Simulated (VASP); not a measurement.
# SnS (Pnma) in VASP: a series of runs

One crystal, SnS, is run at these levels: PBEsol; tasks: relaxation of cell and atoms.

Everything below comes from runs of VASP 6.6.1. Logs are shortened: lines on timing, memory, paths and dates and some standing lists are left out, and cuts for length are marked.

**1. The crystal as given**

It takes space group Pnma (No. 62, orthorhombic). Conventional cell: a = 11.200 Å, b = 3.987 Å, c = 4.334 Å, α = 90.00°, β = 90.00°, γ = 90.00°. Sn (site symmetry m) is surrounded by 3 S at 2.63 to 2.67 Å. S (site symmetry m) has 3 Sn at 2.63 to 2.67 Å as nearest neighbours.

**2. Relaxation of cell and atoms, PBEsol**

INCAR

```
PREC = Accurate
ENCUT = 600
EDIFF = 1E-6
ISMEAR = 0
SIGMA = 0.03
LREAL = F
LASPH = T
NELM = 80
ALGO = Normal
ISIF = 3
LWAVE = F
LCHARG = F
GGA = PS
IBRION = 2
NSW = 90
EDIFFG = -0.01
KPAR = 2
```

KPOINTS

```
Automatic mesh
0
Gamma
  4 8 6
```

POSCAR

```
SnS
1.0
   11.2000000000      0.0000000000      0.0000000000
    0.0000000000      3.9870000000      0.0000000000
    0.0000000000      0.0000000000      4.3340000000
Sn S
4 4
Direct
    0.1194000000      0.2500000000      0.1198000000
    0.3806000000      0.7500000000      0.6198000000
    0.6194000000      0.2500000000      0.3802000000
    0.8806000000      0.7500000000      0.8802000000
    0.8508000000      0.2500000000      0.4793000000
    0.6492000000      0.7500000000      0.9793000000
    0.3508000000      0.2500000000      0.0207000000
    0.1492000000      0.7500000000      0.5207000000
```

Potentials or basis: VASP PAW PBE potentials, release 64 (Sn_d, S).

On the command line:

```bash
$ cat potpaw_PBE.64/Sn_d/POTCAR potpaw_PBE.64/S/POTCAR > POTCAR
$ mpirun -np 2 vasp_std > vasp.out
```

OUTCAR:

```text
PREC = Accurate
   ENCUT = 600
   EDIFF = 1E-6
   ISMEAR = 0
   LREAL = F
   LASPH = T
   NELM = 80
   ISIF = 3
   GGA = PS
   IBRION = 2
   NSW = 90
   EDIFFG = -0.01

 ion  position               nearest neighbor table
   1  0.119  0.250  0.120-   7 2.63   8 2.67   8 2.67   4 3.49   4 3.49
   2  0.381  0.750  0.620-   8 2.63   7 2.67   7 2.67   3 3.49   3 3.49
   3  0.619  0.250  0.380-   5 2.63   6 2.67   6 2.67   2 3.49   2 3.49
   4  0.881  0.750  0.880-   6 2.63   5 2.67   5 2.67   1 3.49   1 3.49
   5  0.851  0.250  0.479-   3 2.63   4 2.67   4 2.67
   6  0.649  0.750  0.979-   4 2.63   3 2.67   3 2.67
   7  0.351  0.250  0.021-   1 2.63   2 2.67   2 2.67
   8  0.149  0.750  0.521-   2 2.63   1 2.67   1 2.67

  LATTYP: Found a simple orthorhombic cell.
 ALAT       =     3.9870000000
 B/A-ratio  =     1.0870328568
 C/A-ratio  =     2.8091296714

  Lattice vectors:

 A1 = (   0.0000000000,   3.9870000000,   0.0000000000)
 A2 = (   0.0000000000,   0.0000000000,   4.3340000000)
 A3 = (  11.2000000000,   0.0000000000,   0.0000000000)

Analysis of symmetry for initial positions (statically):
=====================================================================
 Subroutine PRICEL returns:
 Original cell was already a primitive cell.

 Routine SETGRP: Setting up the symmetry group for a
 simple orthorhombic supercell.

 Subroutine GETGRP returns: Found  8 space group operations
 (whereof  2 operations were pure point group operations)
 out of a pool of  8 trial point group operations.

The static configuration has the point symmetry S_2 .
 The point group associated with its full space group is D_2h.

Analysis of symmetry for dynamics (positions and initial velocities):
=====================================================================
 Subroutine PRICEL returns:
 Original cell was already a primitive cell.

 Routine SETGRP: Setting up the symmetry group for a
 simple orthorhombic supercell.

 Subroutine GETGRP returns: Found  8 space group operations
 (whereof  2 operations were pure point group operations)
 out of a pool of  8 trial point group operations.

The dynamic configuration has the point symmetry S_2 .
 The point group associated with its full space group is D_2h.

 Subroutine INISYM returns: Found  8 space group operations
 (whereof  2 operations are pure point group operations),
 and found     1 'primitive' translations

----------------------------------------------------------------------------------------

                                     Primitive cell

  volume of cell :     193.5322

  direct lattice vectors                    reciprocal lattice vectors
    11.200000000  0.000000000  0.000000000     0.089285714  0.000000000  0.000000000
     0.000000000  3.987000000  0.000000000     0.000000000  0.250815149  0.000000000
     0.000000000  0.000000000  4.334000000     0.000000000  0.000000000  0.230733733

  length of vectors
    11.200000000  3.987000000  4.334000000     0.089285714  0.250815149  0.230733733

  position of ions in fractional coordinates (direct lattice)
     0.119400000  0.250000000  0.119800000
     0.380600000  0.750000000  0.619800000
     0.619400000  0.250000000  0.380200000
     0.880600000  0.750000000  0.880200000
     0.850800000  0.250000000  0.479300000
     0.649200000  0.750000000  0.979300000
     0.350800000  0.250000000  0.020700000
     0.149200000  0.750000000  0.520700000

  ion indices of the primitive-cell ions
   primitive index   ion index
                 1           1
                 2           2
                 3           3
                 4           4
                 5           5
                 6           6
                 7           7
                 8           8

----------------------------------------------------------------------------------------

 KPOINTS: Automatic mesh

Automatic generation of k-mesh.
 Grid dimensions read from file:
 generate k-points for:    4    8    6

 Generating k-lattice:

  Cartesian coordinates                     Fractional coordinates (reciprocal lattice)
     0.022321429  0.000000000  0.000000000     0.250000000  0.000000000  0.000000000
     0.000000000  0.031351894  0.000000000     0.000000000  0.125000000  0.000000000
     0.000000000  0.000000000  0.038455622     0.000000000  0.000000000  0.166666667

  Length of vectors
     0.022321429  0.031351894  0.038455622

  Shift w.r.t. Gamma in fractional coordinates (k-lattice)
     0.000000000  0.000000000  0.000000000

 Subroutine IBZKPT returns following result:
 ===========================================

 Found     60 irreducible k-points:

 Following reciprocal coordinates:
            Coordinates               Weight
  0.000000  0.000000  0.000000      1.000000
  0.250000  0.000000  0.000000      2.000000
  0.500000  0.000000  0.000000      1.000000
  0.000000  0.125000  0.000000      2.000000
  0.250000  0.125000  0.000000      4.000000
  0.500000  0.125000  0.000000      2.000000
[... 16 lines left out ...]
  0.250000  0.250000  0.166667      8.000000
  0.500000  0.250000  0.166667      4.000000
 [... further k-points ...]
   k-points           NKPTS =     60   k-points in BZ     NKDIM =     60   number of bands    NBANDS=     48
   number of dos      NEDOS =    301   number of ions     NIONS =      8
   total plane-waves  NPLWV = 103680
   dimension x,y,z NGX =    90 NGY =   32 NGZ =   36
   dimension x,y,z NGXF=   180 NGYF=   64 NGZF=   72
   ions per type =               4   4
   NGX,Y,Z   is equivalent  to a cutoff of  13.36, 13.34, 13.81 a.u.
   NGXF,Y,Z  is equivalent  to a cutoff of  26.72, 26.69, 27.62 a.u.
 SYSTEM =  unknown system
   PREC   = accura    normal or accurate (medium, high low for compatibility)
   ISTART =      0    job   : 0-new  1-cont  2-samecut
   ICHARG =      2    charge: 1-file 2-atom 10-const
   ISPIN  =      1    spin polarized calculation?
   LNONCOLLINEAR =      F non collinear calculations
   LSORBIT =      F    spin-orbit coupling
   LASPH  =      T    aspherical Exc in radial PAW
   ENCUT  =  600.0 eV  44.10 Ry    6.64 a.u.  22.37  7.96  8.66*2*pi/ulx,y,z
   NELM   =     80;   NELMIN=  2; NELMDL= -5     # of ELM steps
   EDIFF  = 0.1E-05   stopping-criterion for ELM
   LREAL  =      F    real-space projection
   EDIFFG = -.1E-01   stopping-criterion for IOM
   NSW    =     90    number of steps for IOM
   IBRION =      2    ionic relax: 0-MD 1-quasi-New 2-CG
   NFREE  =      1    steps in history (QN), initial steepest desc. (CG)
   ISIF   =      3    stress and relaxation
   ISYM   =      2    0-nonsym 1-usesym 2-fastsym
   POTIM  = 0.5000    time-step for ionic-motion
   TEBEG  =    0.0;   TEEND  =   0.0 temperature during run
   PSTRESS=    0.0 pullay stress
   NELECT =      80.0000    total number of electrons
   NUPDOWN=      -1.0000    fix difference up-down
   EMIN   =  10.00;   EMAX   =-10.00  energy-range for DOS
   EFERMI =   0.00;   METHOD = LEGACY
   ISMEAR =     0;   SIGMA  =   0.03  broadening in eV -4-tet -1-fermi 0-gaus
   EFERMI_NEDOS =   21; number of points for ismear=-14 and -15
   IALGO  =     38    algorithm
   IMIX   =      4    mixing-type and parameters
     AMIX     =   0.40;   BMIX     =  1.00
     AMIX_MAG =   1.60;   BMIX_MAG =  1.00
  volume/ion in A,a.u.               =      24.19       163.25
  Fermi-wavevector in a.u.,A,eV,Ry     =   1.219515  2.304549 20.234810  1.487217
  Thomas-Fermi vector in A             =   2.354764
   LORBIT       =      0    0 simple, 1 ext, 2 COOP (PROOUT), +10 PAW based schemes
   GGA     = PS    functional components
   LHFCALC =     F    Hartree Fock is set to
   AEXX    =    0.0000 exact exchange contribution
   IVDW    =     0    specifies the selected vdW correction
   LEPSILON=     F    determine dielectric tensor
   LRPA    =     F    only Hartree local field effects (RPA)
 conjugate gradient relaxation of ions
 non-spin polarized calculation
 Gauss-broadening in eV      SIGMA  =   0.03
  energy-cutoff  :      600.00
  volume of cell :      193.53
 maximum number of plane-waves:      6488
 NGX is ok and might be reduce to    90
   NGX = 45   NGY = 15   NGZ = 17

--------------------------------------- Ionic step        1  -------------------------------------------

 number of electron      80.0000006 magnetization

 Free energy of the ion-electron system (eV)
  ---------------------------------------------------
  ext. energy  EPLUGINS =         0.00000000
  ---------------------------------------------------
  free energy    TOTEN  =       -38.36451002 eV

  energy without entropy =      -38.36451002  energy(sigma->0) =      -38.36451002

------------------------ aborting loop because EDIFF is reached ----------------------------------------

  FORCE on cell =-STRESS in cart. coord.  units (eV):
  Direction    XX          YY          ZZ          XY          YZ          ZX
  --------------------------------------------------------------------------------------
  -------------------------------------------------------------------------------------
  Total       -0.7881845     -0.9963468     -1.0808173      0.0000000      0.0000000      0.0000000
  in kB       -6.5250716     -8.2483665     -8.9476647      0.0000000      0.0000000      0.0000000
  external PRESSURE =      -7.9070343 kB  Pullay stress =       0.0000000 kB
[... 107 lines left out ...]
  FREE ENERGIE OF THE ION-ELECTRON SYSTEM (eV)
  ---------------------------------------------------
  free  energy   TOTEN  =       -38.3741740881 eV

  energy  without entropy=      -38.3741740881  energy(sigma->0) =      -38.37417409

[... ionic steps 4 to 14 ...]

--------------------------------------- Ionic step       15  -------------------------------------------

 number of electron      80.0000002 magnetization

------------------------ aborting loop because EDIFF is reached ----------------------------------------
[... 79 lines left out ...]
--------------------------------------- Ionic step       17  -------------------------------------------

 number of electron      80.0000006 magnetization

 Free energy of the ion-electron system (eV)
  ---------------------------------------------------
  ext. energy  EPLUGINS =         0.00000000
  ---------------------------------------------------
  free energy    TOTEN  =       -38.39067835 eV

  energy without entropy =      -38.39067835  energy(sigma->0) =      -38.39067835

 E-fermi :   6.6714     XC(G=0): -10.2034

 val. band max:        6.4811354347   @ k =   0.5000   0.0000   0.5000
 cond. band min:       7.2488954952   @ k =   0.0000   0.0000   0.0000
 fundamental gap:      0.7677600604
 Fermi energy:         6.6713913487

 k-point     1 :       0.0000    0.0000    0.0000
  band No.  band energies     occupation
      1     -14.7347      2.00000
      2     -14.7117      2.00000
      3     -14.7101      2.00000
      4     -14.7019      2.00000
      5     -14.6971      2.00000
      6     -14.6924      2.00000
[... 1213 lines left out ...]
     47      10.1013      0.00000
     48      10.1013      0.00000

 [... further k-points ...]

------------------------ aborting loop because EDIFF is reached ----------------------------------------

  FORCE on cell =-STRESS in cart. coord.  units (eV):
  Direction    XX          YY          ZZ          XY          YZ          ZX
  --------------------------------------------------------------------------------------
  -------------------------------------------------------------------------------------
  Total        0.0513799     -0.0601447     -0.0150014      0.0000000      0.0000000      0.0000000
  in kB        0.4393975     -0.5143540     -0.1282910      0.0000000      0.0000000      0.0000000
  external PRESSURE =      -0.0677491 kB  Pullay stress =       0.0000000 kB
[... 23 lines left out ...]
  FREE ENERGIE OF THE ION-ELECTRON SYSTEM (eV)
  ---------------------------------------------------
  free  energy   TOTEN  =       -38.3906783480 eV

  energy  without entropy=      -38.3906783480  energy(sigma->0) =      -38.39067835

 reached required accuracy - stopping structural energy minimisation
```

Run time: 33 min. Hardware: 2 MPI ranks of Intel Xeon Platinum 8488C (Sapphire Rapids), shared host; peak memory 0.66 GiB.

Results:

* Free energy: -38.3907 eV
* Relaxed volume: 23.42 Å³/atom
* Relaxed cell: a = 11.083 Å, b = 3.984 Å, c = 4.242 Å, α = 90.00°, β = 90.00°, γ = 90.00°
* Space group after relaxing (to 0.05 Å): Pnma (No. 62)
* Energy gained by relaxing: 3.3 meV/atom
* Ionic steps: 17
* Pressure after relaxing: 0.0 GPa
* Largest force after relaxing: 0.009 eV/Å
* Band gap on the k mesh: 0.77 eV, indirect (least direct gap 1.08 eV)

Forces in eV/Å, atoms in the order of the input:
```
Sn  -0.003  0.000 -0.009
Sn   0.003  0.000 -0.009
Sn  -0.003  0.000  0.009
Sn   0.003  0.000  0.009
S    0.001  0.000  0.002
S   -0.001  0.000  0.002
S    0.001  0.000 -0.002
S   -0.001  0.000 -0.002
```

Step by step:
```tsv
step	energy change (eV)	largest force (eV/Å)	pressure (GPa)	volume (Å³)
1	0.0000	0.0741	-0.79	193.53
2	-0.0097	0.1417	0.13	190.21
3	-0.0097	0.1445	0.17	190.10
4	-0.0166	0.0946	0.11	189.32
5	-0.0225	0.0337	0.02	187.85
6	-0.0226	0.0383	0.03	187.65
7	-0.0247	0.0292	-0.04	187.49
8	-0.0246	0.0292	-0.03	187.48
9	-0.0254	0.0155	0.05	187.24
10	-0.0255	0.0152	0.09	187.09
11	-0.0257	0.0241	-0.09	187.58
12	-0.0258	0.0208	-0.02	187.43
13	-0.0258	0.0204	-0.05	187.45
14	-0.0259	0.0183	-0.02	187.43
15	-0.0260	0.0166	-0.01	187.41
16	-0.0262	0.0091	0.02	187.33
17	-0.0262	0.0094	-0.01	187.35
```

Final structure:
```
Sn S
1.0
    11.08297    0.00000    0.00000
     0.00000    3.98446    0.00000
     0.00000    0.00000    4.24249
Sn S
4 4
Direct
  0.11831 0.25000 0.11342
  0.38169 0.75000 0.61342
  0.61831 0.25000 0.38658
  0.88169 0.75000 0.88658
  0.85349 0.25000 0.47308
  0.64651 0.75000 0.97308
  0.35349 0.25000 0.02692
  0.14651 0.75000 0.52692
```

Caveat: the PAW data sets were made with another functional, which shifts forces and pressure a little; spin-orbit coupling is left out, which moves the levels of the heavy elements. A k mesh can miss the band edges.

**3. Relaxation of cell and atoms, PBEsol**

This run uses another cell than the first one, of 23.42 Å³/atom, 0.968 times its volume.

Edit INCAR of step 2 so:

```diff
@@ -2,3 +2,3 @@
 ENCUT = 600
-EDIFF = 1E-6
+EDIFF = 1E-7
 ISMEAR = 0
@@ -15,3 +15,3 @@
 NSW = 90
-EDIFFG = -0.01
+EDIFFG = -0.005
 KPAR = 2
```

KPOINTS is that of step 2.

POSCAR

```
SnS                                     
1.0
   11.0829687475      0.0000000000      0.0000000000
    0.0000000000      3.9844557026     -0.0000000000
    0.0000000000     -0.0000000000      4.2424904910
  Sn              S             
     4     4
Direct
     0.1183073383210545    0.2500000000000000    0.1134200440550193
     0.3816926616789455    0.7500000000000000    0.6134200440550192
     0.6183073383210547    0.2500000000000000    0.3865799559449807
     0.8816926616789453    0.7500000000000000    0.8865799559449808
     0.8534911899086042    0.2500000000000000    0.4730776793230354
     0.6465088100913958    0.7500000000000000    0.9730776793230351
     0.3534911899086045    0.2500000000000000    0.0269223206769646
     0.1465088100913955    0.7500000000000000    0.5269223206769649
```

Potentials or basis: VASP PAW PBE potentials, release 64 (Sn_d, S).

On the command line:

```bash
$ cat potpaw_PBE.64/Sn_d/POTCAR potpaw_PBE.64/S/POTCAR > POTCAR
$ mpirun -np 2 vasp_std > vasp.out
```

It took 28 min on 2 MPI ranks of Intel Xeon Platinum 8488C (Sapphire Rapids), shared host; peak memory 0.64 GiB.

It converged, with:

* Free energy: -38.3905 eV
* Relaxed volume: 23.40 Å³/atom
* Relaxed cell: a = 11.102 Å, b = 3.986 Å, c = 4.230 Å, α = 90.00°, β = 90.00°, γ = 90.00°
* Space group after relaxing (to 0.05 Å): Pnma (No. 62)
* Energy gained by relaxing: 0.0 meV/atom
* Ionic steps: 14
* Pressure after relaxing: 0.0 GPa
* Largest force after relaxing: 0.003 eV/Å
* Band gap on the k mesh: 0.72 eV, indirect (least direct gap 1.08 eV)

Forces in eV/Å, atoms in the order of the input:
```
Sn   0.002  0.000 -0.002
Sn  -0.002  0.000 -0.002
Sn   0.002  0.000  0.002
Sn  -0.002  0.000  0.002
S    0.003  0.000  0.002
S   -0.003  0.000  0.002
S    0.003  0.000 -0.002
S   -0.003  0.000 -0.002
```

The path:
| step | energy change (eV) | largest force (eV/Å) | pressure (GPa) | volume (Å³) |
| --- | --- | --- | --- | --- |
| 1 | 0.0000 | 0.0091 | -0.01 | 187.35 |
| 2 | 0.0000 | 0.0093 | 0.00 | 187.29 |
| 3 | 0.0000 | 0.0102 | 0.01 | 187.23 |
| 4 | 0.0000 | 0.0100 | 0.01 | 187.25 |
| 5 | -0.0001 | 0.0073 | 0.00 | 187.25 |
| 6 | -0.0001 | 0.0058 | -0.02 | 187.26 |
| 7 | -0.0001 | 0.0051 | 0.01 | 187.18 |
| 8 | -0.0001 | 0.0061 | 0.03 | 187.12 |
| 9 | -0.0002 | 0.0060 | 0.03 | 187.12 |
| 10 | -0.0002 | 0.0061 | 0.02 | 187.13 |
| 11 | -0.0003 | 0.0062 | 0.01 | 187.14 |
| 12 | -0.0003 | 0.0071 | -0.01 | 187.18 |
| 13 | -0.0003 | 0.0068 | 0.00 | 187.17 |
| 14 | -0.0003 | 0.0031 | -0.01 | 187.17 |

Final structure:
```
CELL_PARAMETERS angstrom
11.10224 0.00000 0.00000
0.00000 3.98561 0.00000
0.00000 0.00000 4.22986
ATOMIC_POSITIONS crystal
Sn 0.11852 0.25000 0.10999
Sn 0.38148 0.75000 0.60999
Sn 0.61852 0.25000 0.39001
Sn 0.88148 0.75000 0.89001
S 0.85325 0.25000 0.47437
S 0.64675 0.75000 0.97437
S 0.35325 0.25000 0.02563
S 0.14675 0.75000 0.52563
```

Levels at points of the mesh, in eV from the valence-band top:
| k point | band 36 | band 37 | band 38 | band 39 | band 40 | band 41 | band 42 | band 43 | band 44 | band 45 |
| --- | --- | --- | --- | --- | --- | --- | --- | --- | --- | --- |
| (0.00, 0.00, 0.00) | -2.20 | -1.98 | -1.30 | -0.81 | -0.67 | 0.72 | 2.97 | 3.01 | 3.12 | 3.44 |
| (0.50, 0.00, 0.00) | -2.42 | -2.23 | -2.23 | -0.70 | -0.70 | 2.62 | 2.62 | 2.77 | 2.77 | 4.07 |
| (0.00, 0.50, 0.00) | -2.06 | -1.04 | -1.04 | -0.77 | -0.77 | 1.10 | 1.10 | 1.72 | 1.72 | 1.97 |
| (0.50, 0.50, 0.00) | -2.43 | -1.00 | -1.00 | -1.00 | -1.00 | 1.58 | 1.58 | 1.58 | 1.58 | 2.43 |
| (0.00, 0.00, 0.50) | -1.82 | -0.95 | -0.95 | -0.09 | -0.09 | 1.41 | 1.41 | 1.86 | 1.86 | 1.88 |
| (0.50, 0.00, 0.50) | -2.16 | -0.72 | -0.72 | 0.00 | 0.00 | 1.30 | 1.30 | 1.81 | 1.81 | 1.91 |
| (0.00, 0.50, 0.50) | -3.52 | -2.57 | -2.57 | -1.59 | -1.59 | 2.74 | 2.74 | 3.00 | 3.00 | 4.53 |
| (0.50, 0.50, 0.50) | -4.10 | -1.77 | -1.77 | -1.77 | -1.77 | 2.54 | 2.54 | 2.54 | 2.54 | 4.68 |

Caveat: the PAW data sets were made with another functional, which shifts forces and pressure a little; spin-orbit coupling is left out, which moves the levels of the heavy elements.
